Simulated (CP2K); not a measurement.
Runs of CP2K 2026.2 on MgS. The structure is cubic, space group F-43m (No. 216). Conventional cell: a = 5.666 Å, b = 5.666 Å, c = 5.666 Å, α = 90.00°, β = 90.00°, γ = 90.00°. Around S (site symmetry -43m) lie 4 Mg at 2.45 Å. Mg (site symmetry -43m) is surrounded by 4 S at 2.45 Å. The cell comes from a database or a generator and needn't be the stable form of this composition.

| task | level | potentials or basis | smearing | EPS_DEFAULT | NGRIDS | points a segment of the path (NPOINTS) | bands added on the path | gap on the mesh (eV) | pressure (GPa) |
| --- | --- | --- | --- | --- | --- | --- | --- | --- | --- |
| band structure | TASK | POTENTIAL_UZH S GTH-SCAN-q6, Mg GTH-SCAN-q10; TZVP-MOLOPT-SCAN-GTH basis | fermi-dirac 0.05 eV | 1.0E-9 | 4 | 8 | 6 | 5.52 | 7.2 |
| band structure | r2SCAN | POTENTIAL_UZH S GTH-SCAN-q6, Mg GTH-SCAN-q10; TZVP-MOLOPT-SCAN-GTH basis | fermi-dirac 0.0259 eV | 1.0E-10 | 4 | 6 | 4 | 4.00 | 0.9 |
| single point | PBEsol | POTENTIAL_UZH S GTH-PBE-q6, Mg GTH-PBE-q10; TZVP-MOLOPT-PBE-GTH basis | fermi-dirac 0.05 eV | 1.0E-10 | 4 | - | - | 3.14 | (b) |
| band structure | TB-mBJ | POTENTIAL_UZH S GTH-PBE-q6, Mg GTH-PBE-q10; TZVP-MOLOPT-PBE-GTH basis | fermi-dirac 0.1 eV | 1.0E-10 | 4 | 8 | 6 | 4.01 | - |
| band structure | SCAN | POTENTIAL_UZH S GTH-SCAN-q6, Mg GTH-SCAN-q10; TZVP-MOLOPT-SCAN-GTH basis | fermi-dirac 0.05 eV | 1.0E-10 | 4 | 10 | 6 | 3.97 | (a) |

Alike in all rows: no spin polarisation; cell as given; k mesh 8 × 8 × 8.

Question: Fill in the values left out.

Answer: (a) 0.5; (b) 1.2.

Caveats: the basis of atomic orbitals isn't converged, which shifts pressures, moduli and gaps; the potentials were made for another functional, which shifts forces and pressure (some runs); this is a model potential without an energy functional, so only levels have meaning (some runs).

